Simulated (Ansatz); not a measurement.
# Zr2NS2 MXene bilayer (AB) in a perpendicular field, part 2 of 4

What dipole does a perpendicular field induce in the Zr2NS2 MXene bilayer (AB)? A positive field points along +c.

Ansatz 0.2.0; plane-wave DFT, r2SCAN-D4, Ansatz PAW.

So far. Step 2 (Relaxing the slab): The lattice constant a goes from 3.217 to 3.435 Å.

## (3) Single point, field 0

A sawtooth potential applies the field, turning back in the middle of the vacuum. With the dipole correction the typed value is the field outside the slab. The induced dipole is small, so the SCF threshold is tight.

The cell differs from the one that the last finished run ended in (c 61.997 → 32.911 Å).

Contents of input.yaml:

```yaml
crystal:
  lattice:
    - [3.4353504903, 0.0, 0.0]
    - [-1.7176752451, 2.9751007955, 0.0]
    - [0.0, 0.0, 32.9112375194]
  atoms:
    - { symbol: S, position: [0.3333333333, 0.6666666667, 0.2734628254] }
    - { symbol: Zr, position: [0.6666666667, 0.3333333333, 0.3206662223] }
    - { symbol: "N", position: [0.0, 0.0, 0.359874957] }
    - { symbol: Zr, position: [0.3333333333, 0.6666666667, 0.3991468901] }
    - { symbol: S, position: [0.6666666667, 0.3333333333, 0.4463206343] }
    - { symbol: S, position: [0.6666666667, 0.3333333333, 0.5536793657] }
    - { symbol: Zr, position: [0.0, 0.0, 0.6008531099] }
    - { symbol: "N", position: [0.3333333333, 0.6666666667, 0.640125043] }
    - { symbol: Zr, position: [0.6666666667, 0.3333333333, 0.6793337777] }
    - { symbol: S, position: [0.0, 0.0, 0.7265371746] }
kpoints:
  mp_grid: { grid: [18, 18, 1] }
  band_path:
    path: [[0, 0, 0], [0.5, 0, 0], [0.33333333, 0.33333333, 0], [0, 0, 0]]
    npoints: 16
hamiltonian:
  xc: r2scan
  dispersion: d4
scf:
  occupations: { method: fermi_dirac, width: 0.02585 }
  convergence: { dr2_threshold: 1.0e-10 }
efield:
  axis: 3
  dipole_correction: true
  ramp_position: 0.97
  ramp_width: 0.06
  amplitude: 0
output:
  dos: { projected: true, e_range: [-6, 5] }
  bader: true
  write_potential: true
  write_density: true
  volumetric_format: npy
  elf: true
```

Run with:

```
ansatz run input.yaml --threads 4 --pin off --max-ram 12288MiB --backend cpu --events-out ev --progress --plain --runs-dir out
```

Numbers of over 12 decimals in the logs are rounded to 6 here.

Output:

```text
[...]
Crystal: 10 atoms, lattice volume = 336.370 Å³
Basis set: ecut = 500 eV, 8581 PW (Γ), exchange–correlation on 108×108×972 points (64 copies of the dense FFT grid, shifted against one another)
Bands: 51, of which v1, the nominal top of the filled ones, is band 41 counted from 1 (40 counted from 0)
Symmetry: 6 space group operations
k-points: 37 of 324 (time reversal used)
[...]
SCF iter   1: F=—  HF=-21191.195365 eV  |F-HF|=—  |Δ(HF+E_count)|=         —  Δρ=6.12e-3  dr2=3.85e-1  dr2_τ=2.31e-1  ethr=1.77e-3  p=0.000 e·Å  D=2.80e-13 V/Å  ΔV_dip=-0.00 eV  dr2_dipole=1.81e-6  V_vac-E_F(+/−)=5.85/5.85 eV  ⟨swp⟩=8.7  Hψ=8587  notcnv=0  defer=40
efield: sawtooth ramp at fractional position 0.9700 (set: `efield.ramp_position`, or a place that a band, a saddle search or an elastic batch's reference lends), width 0.0600; the density the first Hamiltonian is built on has a dipole p = 0.000 e·Å; the dipole correction subtracts the counter field D = 2.80e-13 V/Å, which shifts the + side's vacuum level by -0.00 eV against the − side's; the planar-averaged density in the ramp window peaks in size at 1.8e-5 e/Å³
[...]
SCF iter   2: F=—  HF=-21191.358411 eV  |F-HF|=—  |Δ(HF+E_count)|=   1.63e-1  Δρ=2.46e-3  dr2=3.63e-2  dr2_τ=8.61e-3  ethr=4.69e-4  p=0.000 e·Å  D=3.33e-5 V/Å  ΔV_dip=-0.00 eV  dr2_dipole=6.65e-6  V_vac-E_F(+/−)=5.90/5.90 eV  ⟨swp⟩=4.1  Hψ=4468  notcnv=0  defer=120
[...]
SCF iter  11: F=-21191.357676 eV  HF=-21191.357676 eV  |F-HF|=3.89e-10  |Δ(HF+E_count)|=  6.55e-10  Δρ=7.04e-8  dr2=1.52e-11  dr2_τ=1.29e-12  ethr=1.00e-12  p=-0.000 e·Å  D=-9.82e-9 V/Å  ΔV_dip=0.00 eV  dr2_dipole=2.27e-14  V_vac-E_F(+/−)=5.84/5.84 eV  ⟨swp⟩=12.2  Hψ=6272  notcnv=0
SCF 1 converged in 11 iterations: F = -21191.357676 eV  dr2 = 1.52e-11
[...]
NSCF: frozen V_eff on 49 k-points
efield: sawtooth ramp at fractional position 0.9700 (kept from the solve that this one continues, or follows in the run), width 0.0600; the density the first Hamiltonian is built on has a dipole p = -0.000 e·Å; the dipole correction subtracts the counter field D = -9.82e-9 V/Å, which shifts the + side's vacuum level by +0.00 eV against the − side's; the planar-averaged density in the ramp window peaks in size at 4.3e-7 e/Å³
[...]
SCF converged after 11 iterations
Free energy (F): -21191.357676 eV
[...]
Internal energy: -21191.350601 eV  (E = F + TS)
E sigma→0 (E₀):  -21191.354139 eV
Entropy (-TS):   -0.007075 eV (-0.707 meV/atom)
Fermi energy:    2.937164 eV
Dipole field:    D = -0.000000 V/Å  (p = -0.000000 e·Å, saw-weighted, corrected)
Work function:   Φ+ = 5.8399 eV   Φ− = 5.8398 eV
Levels:          The Fermi level and band energies are counted from a zero that moves with the ramp; work functions are not
[...]
--- Band table (eV; the first three rows and the last of 37) ---
  k-point 0: bands = [... 37 lower, 1.9100, 1.9362, 1.9362, 3.4213, 3.4213, 3.4224, 3.4224, 3.8849, ... 6 higher]
  k-point 1: bands = [... 37 lower, 1.6624, 1.7871, 1.8117, 3.4240, 3.4343, 3.5649, 3.5690, 3.9264, ... 6 higher]
  k-point 2: bands = [... 37 lower, 1.4900, 1.5390, 1.5621, 3.2389, 3.2767, 3.8706, 3.8780, 4.1167, ... 6 higher]
  k-point 36: bands = [... 37 lower, -0.0696, -0.0696, 0.2531, 4.2884, 4.3678, 4.3678, 4.4470, 4.8692, ... 6 higher]
--- Bader charges: 10 sites ---
  site symbol  charge [e]  shift [e]
     0      S     -1.0696     0.0007
     1     Zr      2.0403     0.0012
     2      N     -1.9388     0.0009
     3     Zr      2.0368     0.0012
     4      S     -1.0687     0.0007
     5      S     -1.0687     0.0007
     6     Zr      2.0368     0.0012
     7      N     -1.9388     0.0009
     8     Zr      2.0403     0.0012
     9      S     -1.0696     0.0007
  estimated error of the sums over rays = 8.6e-4 e
```

Wall time 97 s (4 threads of Arm Neoverse V1, shared host); peak memory 1.8 GiB.

In the SCF lines HF is the Harris–Foulkes energy and dr2 the Hartree energy of the density residual, in eV; the loop may stop once dr2 is under the threshold and the program's other checks hold. Hψ counts applications of the Hamiltonian.

This step gave:

```
energy at zero smearing   : -21191.3541 eV
work function, upper face : 5.840 eV
dipole along the normal   : -3.09e-7 e·Å
```

Running mean over a fixed 2.6 Å (it still follows the layers) of the planar mean; the ramp of the sawtooth is left out. Table of electron's electrostatic potential energy less the Fermi level by z:

| z (Å) | electron's electrostatic potential energy less the Fermi level (eV) |
| --- | --- |
| 3.5 | 5.84 |
| 4.0 | 5.84 |
| 4.5 | 5.84 |
| 5.0 | 5.84 |
| 5.5 | 5.84 |
| 6.0 | 5.82 |
| 6.5 | 5.74 |
| 7.0 | 5.29 |
| 7.5 | 3.69 |
| 8.0 | 1.38 |
| 8.5 | -0.950 |
| 9.0 | -4.02 |
| 9.5 | -7.88 |
| 10.0 | -9.74 |
| 10.5 | -10.1 |
| 11.0 | -10.3 |
| 11.5 | -10.4 |
| 12.0 | -10.4 |
| 12.5 | -10.4 |
| 13.0 | -10.2 |
| 13.5 | -9.89 |
| 14.0 | -8.94 |
| 14.5 | -5.54 |
| 15.0 | -1.96 |
| 15.5 | 0.414 |
| 16.0 | 2.57 |
| 16.5 | 3.54 |
| 17.0 | 2.23 |
| 17.5 | 0.0139 |
| 18.0 | -2.48 |
| 18.5 | -6.25 |
| 19.0 | -9.29 |
| 19.5 | -9.94 |
| 20.0 | -10.2 |
| 20.5 | -10.4 |
| 21.0 | -10.4 |
| 21.5 | -10.4 |
| 22.0 | -10.3 |
| 22.5 | -10.0 |
| 23.0 | -9.61 |
| 23.5 | -7.25 |
| 24.0 | -3.36 |
| 24.5 | -0.539 |
| 25.0 | 1.81 |
| 25.5 | 4.05 |
| 26.0 | 5.44 |
| 26.5 | 5.76 |
| 27.0 | 5.83 |
| 27.5 | 5.84 |
| 28.0 | 5.84 |
| 28.5 | 5.84 |
| 29.0 | 5.84 |
| 29.5 | 5.84 |

The density of states has structure finer than the step of the table below, so its rows give means over 0.25 eV, whole bins alone (the curve runs from -6 to 1.99 eV). Peaks (eV: height): -5.780: 7.61, -5.040: 20.9, -4.760: 51.7, -4.350: 15.6, -3.990: 20.4, -3.550: 10.5, -2.640: 13.4.

Table of density of states by energy, zero at the Fermi level; means over each step:

energy (eV), density of states (states/eV a cell) and a bar:
```
    -5.75        6.1 ###########
    -5.50        3.5 #####
    -5.25        6.2 ###########
    -5.00       10.1 ###################
    -4.75       15.5 ##############################
    -4.50        3.6 ######
    -4.25        9.2 #################
    -4.00       11.6 ######################
    -3.75        2.8 ####
    -3.50        5.9 ##########
    -3.25        8.6 ################
    -3.00        8.2 ###############
    -2.75        9.2 #################
    -2.50       11.1 #####################
    -2.25       11.3 #####################
    -2.00        7.9 ###############
    -1.75        3.8 ######
    -1.50        1.9 ##
    -1.25        0.8 
    -1.00        0.9 
    -0.75        1.8 ##
    -0.50        2.0 ##
    -0.25        2.2 ###
     0.00        2.5 ###
     0.25        3.2 #####
     0.50        2.5 ###
     0.75        2.7 ####
     1.00        2.8 ####
     1.25        2.9 ####
     1.50        3.0 #####
     1.75        5.6 ##########
```

Projected DOS per atom over height of the atomic layer and energy from the Fermi level. Layers: S Zr N Zr S S Zr N Zr S from below.

Values in states/eV, 22 rows by 10 columns, each cell a mean:
```
0.11 1.03 0.28 1.03 0.11 0.11 1.03 0.28 1.03 0.11
0.09 0.56 0.11 0.56 0.09 0.09 0.56 0.11 0.56 0.09
0.10 0.54 0.09 0.55 0.10 0.10 0.55 0.09 0.54 0.10
0.09 0.50 0.08 0.50 0.09 0.09 0.50 0.08 0.50 0.09
0.15 0.55 0.10 0.55 0.15 0.15 0.55 0.10 0.55 0.15
0.15 0.42 0.08 0.43 0.15 0.15 0.43 0.08 0.42 0.15
0.14 0.35 0.05 0.35 0.15 0.15 0.35 0.05 0.35 0.14
0.13 0.28 0.03 0.29 0.14 0.14 0.29 0.03 0.28 0.13
0.09 0.08 0.04 0.08 0.08 0.08 0.08 0.04 0.08 0.09
0.28 0.06 0.14 0.06 0.30 0.30 0.06 0.14 0.06 0.28
0.83 0.20 0.32 0.20 0.86 0.86 0.20 0.32 0.20 0.83
1.90 0.49 0.48 0.49 1.84 1.84 0.49 0.48 0.49 1.90
1.92 0.53 0.32 0.60 1.87 1.87 0.60 0.32 0.53 1.92
1.52 0.49 0.21 0.47 1.46 1.46 0.47 0.21 0.49 1.52
1.49 0.56 0.20 0.48 1.20 1.20 0.48 0.20 0.56 1.49
0.49 0.26 0.13 0.29 0.77 0.77 0.29 0.13 0.26 0.49
1.56 0.73 0.68 0.63 1.35 1.35 0.63 0.68 0.73 1.56
0.90 0.48 0.55 0.54 1.15 1.15 0.54 0.55 0.48 0.90
0.31 0.87 3.27 0.89 0.35 0.35 0.89 3.27 0.87 0.31
0.43 0.76 2.24 0.77 0.45 0.45 0.77 2.24 0.76 0.43
0.15 0.33 0.98 0.34 0.16 0.16 0.34 0.98 0.33 0.15
0.18 0.51 1.26 0.52 0.20 0.20 0.52 1.26 0.51 0.18
```
Columns: height of the atomic layer (Å) from 9 to 23.9 (not evenly spaced); rows upwards: energy from the Fermi level (eV) from -5.96 to 1.96.

Electronic bands along the path, in eV, zero at the Fermi level:

| point | band 37 | band 38 | band 39 | band 40 | band 41 | band 42 | band 43 | band 44 |
| --- | --- | --- | --- | --- | --- | --- | --- | --- |
| Γ | -1.03 | -1.03 | -1.00 | -1.00 | 0.48 | 0.48 | 0.49 | 0.49 |
| halfway | -2.15 | -1.93 | -1.82 | -1.79 | -0.48 | -0.37 | 1.76 | 1.77 |
| M | -2.43 | -2.27 | -1.93 | -1.89 | -1.11 | -0.94 | 1.64 | 1.66 |
| halfway | -2.83 | -2.68 | -2.48 | -2.30 | -0.10 | 0.01 | 2.35 | 2.38 |
| K | -3.19 | -3.01 | -3.01 | -2.68 | 1.35 | 1.43 | 1.43 | 1.51 |
| halfway | -2.43 | -2.33 | -2.09 | -2.00 | 0.35 | 0.52 | 0.65 | 0.69 |
| Γ | -1.03 | -1.03 | -1.00 | -1.00 | 0.48 | 0.48 | 0.49 | 0.49 |

ELF in the ca plane at fractional y = 0.667, with atoms of S and Zr and N within 0.2 Å of it. It is the smooth field of the valence electrons, not physical close to the nuclei.

Ten even steps from '0' (0.00) to '9' (0.91), each cell a mean:
```
00000000000000000123331121146521258888620158
00000000000000000001111132257631368888720158
00000000000000001356753111145311137887520047
00000000000000135899997310132146523564200013
00000000000000258998678731111488862121000000
00000000000001368994038752211671583000000000
00000000000000268996258742211685772010000000
00000000000000147999898521121378742342100001
00000000000000013678885211134212225776410025
```
Columns run along c (16.0 Å, from fractional 0.05 to 0.54 of the cell), rows up along a (3.4 Å). Atoms in or near the plane, at fractional coordinates: S at (0.27, 0.33), Zr at (0.40, 0.33).

Valence density in the ca plane at fractional y = 0.667, with atoms of S and Zr and N within 0.2 Å of it. It is the smooth field of the valence electrons, not physical close to the nuclei.

Values in e/Å³, 5 rows by 16 columns, each cell a mean:
```
0.0 0.0 0.0 0.0 0.0 0.0 0.0 0.1 0.3 0.4 0.3 0.2 0.4 0.3 0.0 0.1
0.0 0.0 0.0 0.0 0.0 0.0 0.1 0.4 0.3 0.3 0.3 0.4 0.3 0.2 0.0 0.1
0.0 0.0 0.0 0.0 0.0 0.0 0.5 0.9 0.5 0.1 0.6 3.0 0.7 0.1 0.0 0.0
0.0 0.0 0.0 0.0 0.0 0.0 0.6 0.8 0.5 0.1 0.8 3.6 1.0 0.1 0.0 0.0
0.0 0.0 0.0 0.0 0.0 0.0 0.2 0.7 0.3 0.2 0.3 1.1 0.4 0.2 0.0 0.1
```
Columns run along c (16.0 Å, from fractional 0.05 to 0.54 of the cell), rows up along a (3.4 Å). Atoms in or near the plane, at fractional coordinates: S at (0.27, 0.33), Zr at (0.40, 0.33).

Electrostatic potential energy in the ca plane at fractional y = 0.667, with atoms of S and Zr and N within 0.2 Å of it. With pseudopotentials it is smooth inside the atoms' cores, unlike the true potential.

Ten even steps from '0' (-37 eV) to '9' (9 eV), each cell a mean:
```
99999999999999999999987656788888888889999999
99999999999999999999987656788888888888999999
99999999999999999999888766788877788889999999
99999999999999999986568877888742368899999999
99999999999999999851016888887400026899999999
99999999999999999831203888886200005899999999
99999999999999999840104888887300016899999999
99999999999999999973247888887520147899999999
99999999999999999998888777888765678899999999
```
Columns run along c (16.0 Å, from fractional 0.05 to 0.54 of the cell; values clipped at the 3rd and 97th percentile), rows up along a (3.4 Å). Atoms in or near the plane, at fractional coordinates: S at (0.27, 0.33), Zr at (0.40, 0.33).

The work function of the upper face is 5.84 eV.

## (4) Single point, field 0.03 V/Å

input.yaml: that of step 3 with these lines changed.

```diff
@@ -32,6 +32,4 @@
   ramp_width: 0.06
-  amplitude: 0
+  amplitude: 0.03
 output:
-  dos: { projected: true, e_range: [-6, 5] }
-  bader: true
   write_potential: true
@@ -39,2 +37 @@
   volumetric_format: npy
-  elf: true
```

Output:

```text
[...]
Crystal: 10 atoms, lattice volume = 336.370 Å³
Basis set: ecut = 500 eV, 8581 PW (Γ), exchange–correlation on 108×108×972 points (64 copies of the dense FFT grid, shifted against one another)
Bands: 51, of which v1, the nominal top of the filled ones, is band 41 counted from 1 (40 counted from 0)
Symmetry: 6 space group operations
k-points: 37 of 324 (time reversal used)
[...]
k-point 0: bands = [... 37 lower, 1.9099, 1.9362, 1.9362, 3.4212, 3.4212, 3.4224, 3.4224, 3.8849, ... 6 higher]
  k-point 1: bands = [... 37 lower, 1.6625, 1.7870, 1.8117, 3.4240, 3.4343, 3.5649, 3.5690, 3.9264, ... 6 higher]
  k-point 2: bands = [... 37 lower, 1.4900, 1.5390, 1.5621, 3.2388, 3.2767, 3.8706, 3.8780, 4.1167, ... 6 higher]
  k-point 36: bands = [... 37 lower, -0.0745, -0.0648, 0.2530, 4.2884, 4.3670, 4.3686, 4.4470, 4.8686, ... 6 higher]
[key lines of the parts left out:]
SCF converged after 12 iterations
Free energy (F): -21191.358100 eV
Fermi energy:    2.937144 eV
Dipole field:    D = 0.015198 V/Å  (p = 0.028251 e·Å, saw-weighted, corrected)
```

It took 74 s on 4 threads; peak memory 1.8 GiB; 4.9 min of CPU time.

The dipole is 0.0283 e·Å.

## (5) Atoms held, field -0.03 V/Å

input.yaml: that of step 4 with these lines changed.

```diff
@@ -32,3 +32,3 @@
   ramp_width: 0.06
-  amplitude: 0.03
+  amplitude: -0.03
 output:
```

Output:

```text
[...]
Crystal: 10 atoms, lattice volume = 336.370 Å³
Basis set: ecut = 500 eV, 8581 PW (Γ), exchange–correlation on 108×108×972 points (64 copies of the dense FFT grid, shifted against one another)
Bands: 51, of which v1, the nominal top of the filled ones, is band 41 counted from 1 (40 counted from 0)
Symmetry: 6 space group operations
k-points: 37 of 324 (time reversal used)
[...]
k-point 0: bands = [... 37 lower, 1.9099, 1.9362, 1.9362, 3.4212, 3.4212, 3.4224, 3.4224, 3.8849, ... 6 higher]
  k-point 1: bands = [... 37 lower, 1.6625, 1.7870, 1.8117, 3.4240, 3.4343, 3.5649, 3.5690, 3.9264, ... 6 higher]
  k-point 2: bands = [... 37 lower, 1.4900, 1.5390, 1.5621, 3.2388, 3.2767, 3.8706, 3.8780, 4.1167, ... 6 higher]
  k-point 36: bands = [... 37 lower, -0.0745, -0.0648, 0.2530, 4.2884, 4.3670, 4.3686, 4.4470, 4.8686, ... 6 higher]
[key lines of the parts left out:]
SCF converged after 12 iterations
Free energy (F): -21191.358100 eV
Fermi energy:    2.937145 eV
Dipole field:    D = -0.015198 V/Å  (p = -0.028251 e·Å, saw-weighted, corrected)
```

Elapsed: 74 s, on 4 threads; peak memory 1.8 GiB; 4.9 min of CPU time.

The dipole is -0.0283 e·Å.

## (6) Atoms held, field 0.15 V/Å

input.yaml: that of step 5 with these lines changed.

```diff
@@ -30,5 +30,5 @@
   dipole_correction: true
-  ramp_position: 0.97
-  ramp_width: 0.06
-  amplitude: -0.03
+  ramp_position: 0.962
+  ramp_width: 0.076
+  amplitude: 0.15
 output:
```

Output:

```text
[...]
Crystal: 10 atoms, lattice volume = 336.370 Å³
Basis set: ecut = 500 eV, 8581 PW (Γ), exchange–correlation on 108×108×972 points (64 copies of the dense FFT grid, shifted against one another)
Bands: 51, of which v1, the nominal top of the filled ones, is band 41 counted from 1 (40 counted from 0)
Symmetry: 6 space group operations
k-points: 37 of 324 (time reversal used)
[...]
k-point 0: bands = [... 37 lower, 1.9086, 1.9368, 1.9368, 3.4205, 3.4205, 3.4223, 3.4223, 3.8843, ... 6 higher]
  k-point 1: bands = [... 37 lower, 1.6630, 1.7857, 1.8122, 3.4234, 3.4340, 3.5642, 3.5688, 3.9258, ... 6 higher]
  k-point 2: bands = [... 37 lower, 1.4900, 1.5377, 1.5627, 3.2383, 3.2764, 3.8699, 3.8778, 4.1161, ... 6 higher]
  k-point 36: bands = [... 37 lower, -0.0942, -0.0459, 0.2526, 4.2880, 4.3634, 4.3712, 4.4466, 4.8659, ... 6 higher]
[key lines of the parts left out:]
SCF converged after 13 iterations
Free energy (F): -21191.368270 eV
Fermi energy:    2.936705 eV
Dipole field:    D = 0.075987 V/Å  (p = 0.141252 e·Å, saw-weighted, corrected)
```

Elapsed: 77 s, on 4 threads; peak memory 1.8 GiB; 5.1 min of CPU time.

The dipole is 0.141 e·Å.

## (7) Single point, field 0.25 V/Å

input.yaml: that of step 6 with these lines changed.

```diff
@@ -32,3 +32,3 @@
   ramp_width: 0.076
-  amplitude: 0.15
+  amplitude: 0.25
 output:
```

Output:

```text
[...]
Crystal: 10 atoms, lattice volume = 336.370 Å³
Basis set: ecut = 500 eV, 8581 PW (Γ), exchange–correlation on 108×108×972 points (64 copies of the dense FFT grid, shifted against one another)
Bands: 51, of which v1, the nominal top of the filled ones, is band 41 counted from 1 (40 counted from 0)
Symmetry: 6 space group operations
k-points: 37 of 324 (time reversal used)
[...]
k-point 0: bands = [... 37 lower, 1.9062, 1.9377, 1.9377, 3.4193, 3.4193, 3.4219, 3.4219, 3.8832, ... 6 higher]
  k-point 1: bands = [... 37 lower, 1.6640, 1.7834, 1.8131, 3.4223, 3.4334, 3.5631, 3.5683, 3.9247, ... 6 higher]
  k-point 2: bands = [... 37 lower, 1.4899, 1.5354, 1.5636, 3.2373, 3.2758, 3.8687, 3.8774, 4.1150, ... 6 higher]
  k-point 36: bands = [... 37 lower, -0.1110, -0.0306, 0.2518, 4.2872, 4.3600, 4.3730, 4.4458, 4.8631, ... 6 higher]
[key lines of the parts left out:]
SCF converged after 15 iterations
Free energy (F): -21191.387105 eV
Fermi energy:    2.935889 eV
Dipole field:    D = 0.126652 V/Å  (p = 0.235433 e·Å, saw-weighted, corrected)
```

Elapsed: 85 s, on 4 threads; peak memory 1.8 GiB.

The dipole is 0.235 e·Å.

## (8) Atoms held, field -0.25 V/Å

input.yaml: that of step 7 with these lines changed.

```diff
@@ -32,4 +32,6 @@
   ramp_width: 0.076
-  amplitude: 0.25
+  amplitude: -0.25
 output:
+  dos: { projected: true, e_range: [-6, 5] }
+  bader: true
   write_potential: true
@@ -37 +39,2 @@
   volumetric_format: npy
+  elf: true
```

Output:

```text
[...]
Crystal: 10 atoms, lattice volume = 336.370 Å³
Basis set: ecut = 500 eV, 8581 PW (Γ), exchange–correlation on 108×108×972 points (64 copies of the dense FFT grid, shifted against one another)
Bands: 51, of which v1, the nominal top of the filled ones, is band 41 counted from 1 (40 counted from 0)
Symmetry: 6 space group operations
k-points: 37 of 324 (time reversal used)
[...]
--- Bader charges: 10 sites ---
  site symbol  charge [e]  shift [e]
     0      S     -1.0583     0.0007
     1     Zr      2.0420     0.0012
     2      N     -1.9380     0.0009
     3     Zr      2.0372     0.0012
     4      S     -1.0683     0.0007
     5      S     -1.0692     0.0007
     6     Zr      2.0365     0.0012
     7      N     -1.9396     0.0009
     8     Zr      2.0386     0.0012
     9      S     -1.0809     0.0007
  estimated error of the sums over rays = 8.7e-4 e
[key lines of the parts left out:]
SCF converged after 15 iterations
Free energy (F): -21191.387105 eV
Fermi energy:    2.935890 eV
Dipole field:    D = -0.126652 V/Å  (p = -0.235433 e·Å, saw-weighted, corrected)
```

Elapsed: 1.9 min, on 4 threads; peak memory 1.8 GiB.

The dipole is -0.235 e·Å.

[end of part 2 of 4]

[Logs are printed without paths, hosts, clocks, repeated set-up lines and the standing remarks that a program may print on its own settings, such as how far it seeks lower states.]

[Hosts, paths, dates, database ids (printed as entryN), source tags and the programs' standing remarks are cut or masked in the printed files.]

[Maps of the electrostatic potential energy from Ansatz leave out the sawtooth potential of an applied field or a dipole correction, so their vacuum need not be flat; planar profiles and work functions include it.]

[The density of states shown here was stored with 400 of the rows of the run's finer table, so its peaks can read low, often by over a quarter, or be missed, and its means over a window can be off by a tenth or more.]
